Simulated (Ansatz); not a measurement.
# AlN: a vibration from a frozen displacement

Computed with DFT PBE, scalar-relativistic, plane waves, PAW in Ansatz. Cutoff 420 eV, Γ-centred 6×6×6 k-points, Gaussian smearing of 0.05 eV. No spin polarisation. Energies are free energies at this smearing, counted from the undisturbed cell; pressure is positive in compression.

The undisturbed cell (as given, not relaxed at this level; it stands at 4.9 GPa; this zinc-blende form isn't the usual structure):

```
CELL_PARAMETERS angstrom
4.36799 0.00000 0.00000
0.00000 -4.36799 0.00000
0.00000 0.00000 -4.36799
ATOMIC_POSITIONS crystal
Al 0.00000 0.50000 0.50000
Al 0.50000 0.00000 0.50000
Al 0.50000 0.50000 0.00000
Al 0.00000 0.00000 0.00000
N 0.75000 0.75000 0.75000
N 0.25000 0.25000 0.75000
N 0.25000 0.75000 0.25000
N 0.75000 0.25000 0.25000
```

Atom 1 (Al) is moved by x along the Cartesian unit vector (0.707, 0.707, 0.000); the cell and all other atoms stay fixed. The cell's volume is 83.34 Å³; the moved atoms weigh 26.982 u together and the others 136.973 u. Some rows repeat others by symmetry and weren't run.

| x (Å) | ΔE (meV/cell) | total force on the moved atoms along the move (eV/Å) | pressure (GPa) |
| --- | --- | --- | --- |
| -0.3000 | 998.13 | 7.0104 | 8.1796 |
| -0.2500 | 681.74 | 5.6625 | 7.1379 |
| -0.2000 | 430.27 | 4.4105 | 6.3042 |
| -0.1500 | 239.36 | 3.2374 | 5.6676 |
| -0.1000 | 105.53 | 2.1243 | 5.2192 |
| -0.0500 | 26.25 | 1.0519 | 4.9524 |
| 0.0000 | 0.00 | 0.0000 | 4.8647 |
| 0.0500 | 26.25 | -1.0519 | 4.9524 |
| 0.1000 | 105.53 | -2.1243 | 5.2192 |
| 0.1500 | 239.36 | -3.2374 | 5.6676 |
| 0.2000 | 430.27 | -4.4105 | 6.3042 |
| 0.2500 | 681.74 | -5.6625 | 7.1379 |
| 0.3000 | 998.13 | -7.0104 | 8.1796 |

What frequency belongs to this motion?

The force constant is k = −dF/dx = 21.038 eV/Å², from the parabola through x = -0.0500, 0 and 0.0500. In every cell the moved atoms swing against the rest, so the mass is μ = m₁m₂/(m₁ + m₂) = 22.541 u, and ν̃ = 521.5 cm⁻¹ × √(|k|/μ) = 504 cm⁻¹, at this cell's pressure of 4.9 GPa. The pattern needn't be a normal mode: ν̃² is then a weighted mean of the squared nonzero frequencies at the zone centre of this cell, taken without macroscopic field, so it lies between the lowest and the highest of them.

How far does the harmonic law reach?

At x = -0.300 Å, kx²/2 = 946.70 meV against the computed 998.13 meV (+5.4 %): the well is still close to harmonic there.

The pressure changes with x². What does that say about the frequency under compression?

With E = k(V)x²/2, k ∝ V^(−2γ) and x scaling with the cell as V^(1/3), P − P0 = −∂E/∂V = (2γ − 2/3) ΔE/V. At x = 0.1000 Å, V(P − P0) = 83.34 × 0.35454 / 160.2 eV = 184.41 meV and ΔE = 105.53 meV, so γ = 1/3 + V(P − P0)/(2ΔE) = 1.21. This is the Grüneisen parameter of the motion under uniform scaling of the cell: shrinking the cell evenly by 1 % in volume raises the frequency by about 1.21 %.